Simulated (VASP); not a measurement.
The system is CdO (Monteponite).

```
Cd O
1.0
     0.00000    2.34950    2.34950
     2.34950    0.00000    2.34950
     2.34950    2.34950    0.00000
Cd O
1 1
Direct
  0.00000 0.00000 0.00000
  0.50000 0.50000 0.50000
```

- Program: VASP 6.6.1
- Task: relaxation of cell and atoms
- Functional: PBEsol0
- Potentials or basis: VASP PAW PBE potentials, release 64 (Cd, O)
- Cutoff: 600 eV
- k mesh: 5 × 5 × 5
- Occupations: fermi-dirac, width 0.05 eV
- Spin: no spin polarisation

At the start: pressure -3.2 GPa; volume 12.97 Å³/atom.

**Question.** Where does the relaxation end?

**Answer.** Over 3 steps the energy falls by 2.6 meV/atom and the volume is 12.71 Å³/atom (-2.0 %); space group Fm-3m (No. 225, to 0.05 Å).

The path:
| step | energy change (eV) | largest force (eV/Å) | pressure (GPa) | volume (Å³) |
| --- | --- | --- | --- | --- |
| 1 | 0.0000 | 0.0000 | -3.17 | 25.94 |
| 2 | -0.0014 | 0.0000 | 2.86 | 24.99 |
| 3 | -0.0052 | 0.0000 | -0.02 | 25.42 |

Final structure:
```cif
data_structure
_symmetry_space_group_name_H-M 'P 1'
_symmetry_Int_Tables_number 1
_cell_length_a 3.3003
_cell_length_b 3.3003
_cell_length_c 3.3003
_cell_angle_alpha 60.000
_cell_angle_beta 60.000
_cell_angle_gamma 60.000
_cell_volume 25.42
loop_
_atom_site_label
_atom_site_type_symbol
_atom_site_fract_x
_atom_site_fract_y
_atom_site_fract_z
_atom_site_occupancy
Cd1 Cd 0.00000 0.00000 0.00000 1
O1 O 0.50000 0.50000 0.50000 1
```

Caveat: the k mesh is coarse (spacing up to 0.46 Å⁻¹), so the values aren't converged, least of all with exact exchange; the PAW data sets were made with another functional, which shifts forces and pressure a little.
